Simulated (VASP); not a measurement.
B:

```
B
1.0
     2.79700    1.61485    4.02520
    -2.79700    1.61485    4.02520
     0.00000   -3.22970    4.02520
B
15
Direct
  0.50000 0.50000 0.50000
  0.80390 0.31610 0.80390
  0.80390 0.80390 0.31610
  0.31610 0.80390 0.80390
  0.19610 0.68390 0.19610
  0.68390 0.19610 0.19610
  0.19610 0.19610 0.68390
  0.00600 0.32950 0.00600
  0.00600 0.00600 0.32950
  0.32950 0.00600 0.00600
  0.99400 0.67050 0.99400
  0.67050 0.99400 0.99400
  0.99400 0.99400 0.67050
  0.61920 0.61920 0.61920
  0.38080 0.38080 0.38080
```

* Program: VASP 6.6.1
* Task: relaxation of cell and atoms
* Functional: PBE
* Potentials or basis: VASP PAW PBE potentials, release 64 (B)
* Cutoff: 520 eV
* k mesh: 6 × 6 × 6
* Occupations: gaussian, width 0.1 eV
* Spin: no spin polarisation

At the start: pressure 21.9 GPa; volume 7.27 Å³/atom.

Q: How do energy, volume and symmetry change on relaxing?

A: Over 13 steps the energy falls by 114.7 meV/atom and the volume is 7.80 Å³/atom (+7.3 %); space group R-3m (No. 166, to 0.05 Å).

The path:
```csv
step,energy change (eV),largest force (eV/Å),pressure (GPa),volume (Å³)
1,0.0000,5.0460,21.88,109.08
2,-1.0239,1.9596,-12.50,125.52
3,-1.5246,0.5071,-2.04,118.90
4,-1.6758,0.4518,-1.27,118.62
5,-1.6792,0.3563,-1.43,118.66
6,-1.7142,0.1920,-0.35,117.54
7,-1.7173,0.1897,0.12,117.08
8,-1.7199,0.0708,-0.03,117.02
9,-1.7203,0.0300,0.01,117.04
10,-1.7207,0.0249,0.00,117.04
11,-1.7208,0.0249,0.00,117.04
12,-1.7209,0.0143,-0.06,117.04
13,-1.7209,0.0069,-0.05,117.04
```

Final structure:
```cif
data_structure
_symmetry_space_group_name_H-M 'P 1'
_symmetry_Int_Tables_number 1
_cell_length_a 5.2239
_cell_length_b 5.2239
_cell_length_c 5.2239
_cell_angle_alpha 67.558
_cell_angle_beta 67.558
_cell_angle_gamma 67.558
_cell_volume 117.04
loop_
_atom_site_label
_atom_site_type_symbol
_atom_site_fract_x
_atom_site_fract_y
_atom_site_fract_z
_atom_site_occupancy
B1 B 0.50000 0.50000 0.50000 1
B2 B 0.80689 0.30111 0.80689 1
B3 B 0.80689 0.80689 0.30111 1
B4 B 0.30111 0.80689 0.80689 1
B5 B 0.19311 0.69889 0.19311 1
B6 B 0.69889 0.19311 0.19311 1
B7 B 0.19311 0.19311 0.69889 1
B8 B 0.00584 0.33073 0.00584 1
B9 B 0.00584 0.00584 0.33073 1
B10 B 0.33073 0.00584 0.00584 1
B11 B 0.99416 0.66927 0.99416 1
B12 B 0.66927 0.99416 0.99416 1
B13 B 0.99416 0.99416 0.66927 1
B14 B 0.63456 0.63456 0.63456 1
B15 B 0.36544 0.36544 0.36544 1
```
